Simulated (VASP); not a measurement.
# PbSe (Fm-3m) in VASP: single point with LDA

Aim: the single point of PbSe with LDA.

Program: VASP 6.6.1. These are calculated values, not measurements. Logs are shortened: lines on timing, memory, paths and dates and some standing lists are left out, and cuts for length are marked.

**Measured values to compare with.**

From a printed reference work, monograph, for a bulk crystal of PbSe at 4.2 K: band gap 0.15 eV (direct).

How close the calculation comes is told below.

## (1) The cell of the first run

It takes space group Fm-3m (No. 225, cubic). The conventional cell has a = 6.124 Å, b = 6.124 Å, c = 6.124 Å, α = 90.00°, β = 90.00°, γ = 90.00°. Within 4.0 Å of Pb (site symmetry m-3m) lie 6 Se at 3.06 Å. Within 4.0 Å of Se (site symmetry m-3m) lie 6 Pb at 3.06 Å.

## (2) Single point, LDA

File INCAR:

```
PREC = Accurate
ENCUT = 500
EDIFF = 1E-6
ISMEAR = 0
SIGMA = 0.1
LREAL = False
LASPH = True
NELM = 120
ALGO = Normal
ISIF = 2
LWAVE = False
LCHARG = True
GGA = CA
LELF = True
LVHAR = True
NBANDS = 17
GGA_COMPAT = False
```

File KPOINTS:

```
Automatic mesh
0
Gamma
  6 6 6
```

File POSCAR:

```
PbSe
1.0
    0.0000000000      3.0621500000      3.0621500000
    3.0621500000      0.0000000000      3.0621500000
    3.0621500000      3.0621500000      0.0000000000
Pb Se
1 1
Direct
    0.0000000000      0.0000000000      0.0000000000
    0.5000000000      0.5000000000      0.5000000000
```

Potentials or basis: VASP PAW LDA potentials, release 64 (Pb_d, Se).

Command:

```console
cat potpaw_LDA.64/Pb_d/POTCAR potpaw_LDA.64/Se/POTCAR > POTCAR
mpirun -np 1 vasp_std > vasp.out
```

OUTCAR:

```text
PREC = Accurate
   ENCUT = 500
   EDIFF = 1E-6
   ISMEAR = 0
   LREAL = False
   LASPH = True
   NELM = 120
   ISIF = 2
   GGA = CA

 ion  position               nearest neighbor table
   1  0.000  0.000  0.000-   2 3.06   2 3.06   2 3.06   2 3.06   2 3.06   2 3.06
   2  0.500  0.500  0.500-   1 3.06   1 3.06   1 3.06   1 3.06   1 3.06   1 3.06

  LATTYP: Found a face centered cubic cell.
 ALAT       =     6.1243000000

  Lattice vectors:

 A1 = (   0.0000000000,   3.0621500000,   3.0621500000)
 A2 = (   3.0621500000,   0.0000000000,   3.0621500000)
 A3 = (   3.0621500000,   3.0621500000,   0.0000000000)

Analysis of symmetry for initial positions (statically):
=====================================================================
 Subroutine PRICEL returns:
 Original cell was already a primitive cell.

 Routine SETGRP: Setting up the symmetry group for a
 face centered cubic supercell.

 Subroutine GETGRP returns: Found 48 space group operations
 (whereof 48 operations were pure point group operations)
 out of a pool of 48 trial point group operations.

The static configuration has the point symmetry O_h .

Analysis of symmetry for dynamics (positions and initial velocities):
=====================================================================
 Subroutine PRICEL returns:
 Original cell was already a primitive cell.

 Routine SETGRP: Setting up the symmetry group for a
 face centered cubic supercell.

 Subroutine GETGRP returns: Found 48 space group operations
 (whereof 48 operations were pure point group operations)
 out of a pool of 48 trial point group operations.

The dynamic configuration has the point symmetry O_h .

 Subroutine INISYM returns: Found 48 space group operations
 (whereof 48 operations are pure point group operations),
 and found     1 'primitive' translations

----------------------------------------------------------------------------------------

                                     Primitive cell

  volume of cell :      57.4261

  direct lattice vectors                    reciprocal lattice vectors
     0.000000000  3.062150000  3.062150000    -0.163283967  0.163283967  0.163283967
     3.062150000  0.000000000  3.062150000     0.163283967 -0.163283967  0.163283967
     3.062150000  3.062150000  0.000000000     0.163283967  0.163283967 -0.163283967

  length of vectors
     4.330534060  4.330534060  4.330534060     0.282816127  0.282816127  0.282816127

  position of ions in fractional coordinates (direct lattice)
     0.000000000  0.000000000  0.000000000
     0.500000000  0.500000000  0.500000000

  ion indices of the primitive-cell ions
   primitive index   ion index
                 1           1
                 2           2

----------------------------------------------------------------------------------------

 KPOINTS: Automatic mesh

Automatic generation of k-mesh.
 Grid dimensions read from file:
 generate k-points for:    6    6    6

 Generating k-lattice:

  Cartesian coordinates                     Fractional coordinates (reciprocal lattice)
    -0.027213995  0.027213995  0.027213995     0.166666667  0.000000000  0.000000000
     0.027213995 -0.027213995  0.027213995     0.000000000  0.166666667  0.000000000
     0.027213995  0.027213995 -0.027213995     0.000000000  0.000000000  0.166666667

  Length of vectors
     0.047136021  0.047136021  0.047136021

  Shift w.r.t. Gamma in fractional coordinates (k-lattice)
     0.000000000  0.000000000  0.000000000

 Subroutine IBZKPT returns following result:
 ===========================================

 Found     16 irreducible k-points:

 Following reciprocal coordinates:
            Coordinates               Weight
  0.000000  0.000000  0.000000      1.000000
  0.166667  0.000000  0.000000      8.000000
  0.333333  0.000000  0.000000      8.000000
  0.500000  0.000000  0.000000      4.000000
  0.166667  0.166667  0.000000      6.000000
  0.333333  0.166667  0.000000     24.000000
[... 8 lines left out ...]
 -0.333333  0.333333  0.166667     24.000000
 -0.333333  0.500000  0.166667     12.000000
   k-points           NKPTS =     16   k-points in BZ     NKDIM =     16   number of bands    NBANDS=     17
   number of dos      NEDOS =    301   number of ions     NIONS =      2
   total plane-waves  NPLWV =  32768
   dimension x,y,z NGX =    32 NGY =   32 NGZ =   32
   dimension x,y,z NGXF=    64 NGYF=   64 NGZF=   64
   ions per type =               1   1
   NGX,Y,Z   is equivalent  to a cutoff of  12.28, 12.28, 12.28 a.u.
   NGXF,Y,Z  is equivalent  to a cutoff of  24.57, 24.57, 24.57 a.u.
 SYSTEM =  unknown system
   PREC   = accura    normal or accurate (medium, high low for compatibility)
   ISTART =      0    job   : 0-new  1-cont  2-samecut
   ICHARG =      2    charge: 1-file 2-atom 10-const
   ISPIN  =      1    spin polarized calculation?
   LNONCOLLINEAR =      F non collinear calculations
   LSORBIT =      F    spin-orbit coupling
   LASPH  =      T    aspherical Exc in radial PAW
   ENCUT  =  500.0 eV  36.75 Ry    6.06 a.u.   7.90  7.90  7.90*2*pi/ulx,y,z
   NELM   =    120;   NELMIN=  2; NELMDL= -5     # of ELM steps
   EDIFF  = 0.1E-05   stopping-criterion for ELM
   LREAL  =      F    real-space projection
   EDIFFG = 0.1E-04   stopping-criterion for IOM
   NSW    =      0    number of steps for IOM
   IBRION =     -1    ionic relax: 0-MD 1-quasi-New 2-CG
   NFREE  =      0    steps in history (QN), initial steepest desc. (CG)
   ISIF   =      2    stress and relaxation
   ISYM   =      2    0-nonsym 1-usesym 2-fastsym
   POTIM  = 0.5000    time-step for ionic-motion
   TEBEG  =    0.0;   TEEND  =   0.0 temperature during run
   PSTRESS=    0.0 pullay stress
   NELECT =      20.0000    total number of electrons
   NUPDOWN=      -1.0000    fix difference up-down
   EMIN   =  10.00;   EMAX   =-10.00  energy-range for DOS
   EFERMI =   0.00;   METHOD = LEGACY
   ISMEAR =     0;   SIGMA  =   0.10  broadening in eV -4-tet -1-fermi 0-gaus
   EFERMI_NEDOS =   21; number of points for ismear=-14 and -15
   IALGO  =     38    algorithm
   IMIX   =      4    mixing-type and parameters
     AMIX     =   0.40;   BMIX     =  1.00
     AMIX_MAG =   1.60;   BMIX_MAG =  1.00
  volume/ion in A,a.u.               =      28.71       193.77
  Fermi-wavevector in a.u.,A,eV,Ry     =   1.151812  2.176610 18.050462  1.326672
  Thomas-Fermi vector in A             =   2.288467
   LORBIT       =      0    0 simple, 1 ext, 2 COOP (PROOUT), +10 PAW based schemes
   GGA     = CA    functional components
   LHFCALC =     F    Hartree Fock is set to
   AEXX    =    0.0000 exact exchange contribution
   IVDW    =     0    specifies the selected vdW correction
   LEPSILON=     F    determine dielectric tensor
   LRPA    =     F    only Hartree local field effects (RPA)
 non-spin polarized calculation
 Gauss-broadening in eV      SIGMA  =   0.10
  energy-cutoff  :      500.00
  volume of cell :       57.43
 maximum number of plane-waves:      1470
   NGX = 15   NGY = 15   NGZ = 15

 number of electron      19.9999997 magnetization

 Free energy of the ion-electron system (eV)
  ---------------------------------------------------
  ext. energy  EPLUGINS =         0.00000000
  ---------------------------------------------------
  free energy    TOTEN  =        -9.44808134 eV

  energy without entropy =       -9.44706056  energy(sigma->0) =       -9.44757095

 E-fermi :   4.9702     XC(G=0):  -9.8400

 val. band max:        4.8855337756   @ k =   0.5000   0.0000   0.0000
 cond. band min:       5.0548145795   @ k =   0.5000   0.0000   0.0000
 fundamental gap:      0.1692808038
 Fermi energy:         4.9701741775

 k-point     1 :       0.0000    0.0000    0.0000
  band No.  band energies     occupation
      1     -11.8863      2.00000
      2     -11.8863      2.00000
      3     -11.8842      2.00000
      4     -11.8842      2.00000
      5     -11.8842      2.00000
      6      -8.7167      2.00000
[... 9 lines left out ...]
     16      11.3671      0.00000
     17      12.9167      0.00000

 k-point     2 :       0.1667    0.0000    0.0000
  band No.  band energies     occupation
      1     -11.8921      2.00000
      2     -11.8921      2.00000
      3     -11.8832      2.00000
      4     -11.8761      2.00000
      5     -11.8761      2.00000
      6      -8.5091      2.00000
[... 9 lines left out ...]
     16      11.9441      0.00000
     17      14.6639      0.00000

 k-point     3 :       0.3333    0.0000    0.0000
  band No.  band energies     occupation
      1     -11.9043      2.00000
      2     -11.9043      2.00000
      3     -11.8818      2.00000
      4     -11.8593      2.00000
      5     -11.8593      2.00000
      6      -7.9936      2.00000
[... 9 lines left out ...]
     16      13.4002      0.00000
     17      16.5760      0.00000

 k-point     4 :       0.5000    0.0000    0.0000
  band No.  band energies     occupation
      1     -11.9105      2.00000
      2     -11.9105      2.00000
      3     -11.8813      2.00000
      4     -11.8509      2.00000
      5     -11.8509      2.00000
      6      -7.6467      2.00000
[... 9 lines left out ...]
     16      15.0352      0.00000
     17      15.0352      0.00000
[... 183 lines left out ...]
      1     -11.9523      2.00000
      2     -11.8887      2.00000
      3     -11.8846      2.00000
      4     -11.8562      2.00000
      5     -11.8509      2.00000
      6      -7.5961      2.00000
[... 9 lines left out ...]
     16      15.0862      0.00000
     17      15.4420      0.00000

 k-point    15 :      -0.3333    0.3333    0.1667
  band No.  band energies     occupation
      1     -11.9615      2.00000
      2     -11.8923      2.00000
      3     -11.8715      2.00000
      4     -11.8677      2.00000
      5     -11.8442      2.00000
      6      -7.3515      2.00000
[... 9 lines left out ...]
     16      16.2476      0.00000
     17      16.2553      0.00000

 k-point    16 :      -0.3333    0.5000    0.1667
  band No.  band energies     occupation
      1     -11.9899      2.00000
      2     -11.8874      2.00000
      3     -11.8803      2.00000
      4     -11.8553      2.00000
      5     -11.8384      2.00000
      6      -7.2537      2.00000
[... 9 lines left out ...]
     16      16.5220      0.00000
     17      17.5736      0.00000

------------------------ aborting loop because EDIFF is reached ----------------------------------------

  FORCE on cell =-STRESS in cart. coord.  units (eV):
  Direction    XX          YY          ZZ          XY          YZ          ZX
  --------------------------------------------------------------------------------------
  -------------------------------------------------------------------------------------
  Total       -0.7763130     -0.7763130     -0.7763130     -0.0000000     -0.0000000      0.0000000
  in kB      -21.6589832    -21.6589832    -21.6589832     -0.0000000     -0.0000000      0.0000000
  external PRESSURE =     -21.6589832 kB  Pullay stress =       0.0000000 kB

 VOLUME and BASIS-vectors are now :
 -----------------------------------------------------------------------------
  energy-cutoff  :      500.00
  volume of cell :       57.43
      direct lattice vectors                 reciprocal lattice vectors
     0.000000000  3.062150000  3.062150000    -0.163283967  0.163283967  0.163283967
     3.062150000  0.000000000  3.062150000     0.163283967 -0.163283967  0.163283967
     3.062150000  3.062150000  0.000000000     0.163283967  0.163283967 -0.163283967

 POSITION                                       TOTAL-FORCE (eV/Angst)
 -----------------------------------------------------------------------------------
      0.00000      0.00000      0.00000         0.000000      0.000000      0.000000
      3.06215      3.06215      3.06215        -0.000000     -0.000000     -0.000000
 -----------------------------------------------------------------------------------
    total drift:                                0.000000     -0.000000     -0.000000

  FREE ENERGIE OF THE ION-ELECTRON SYSTEM (eV)
  ---------------------------------------------------
  free  energy   TOTEN  =        -9.4480813409 eV

  energy  without entropy=       -9.4470605593  energy(sigma->0) =       -9.44757095
```

It took 10 s on 1 thread of Intel Xeon Platinum 8559C (Emerald Rapids), shared host; peak memory 0.15 GiB.

Results:

```
Free energy            : -9.4481 eV
Pressure               : -2.2 GPa
Band gap on the k mesh : 0.17 eV, direct
```

Levels at points of the mesh, in eV from the valence-band top:
| k point | band 8 | band 9 | band 10 | band 11 | band 12 | band 13 |
| --- | --- | --- | --- | --- | --- | --- |
| (0.00, 0.00, 0.00) | -1.86 | -1.86 | -1.86 | 4.60 | 4.60 | 4.60 |
| (0.50, 0.00, 0.00) | -1.44 | -1.44 | 0.00 | 0.17 | 1.61 | 1.61 |
| (0.50, 0.50, 0.00) | -5.00 | -3.23 | -3.23 | 3.62 | 5.51 | 5.51 |

Caveat: spin-orbit coupling is left out, which moves the levels of the heavy elements.

## (3) Against experiment

Step 2. A measured gap of PbSe is 0.15 eV (direct; 4.2 K; a printed reference work, monograph); the calculated 0.17 eV misses it by +0.02 eV. 2 values of this kind are on record (0.15 to 0.28 eV); this one was drawn at random. Spin-orbit coupling on Pb, Se is left out. The value is that of LDA on a finite k mesh, which can miss the band edges, without temperature or zero-point motion.
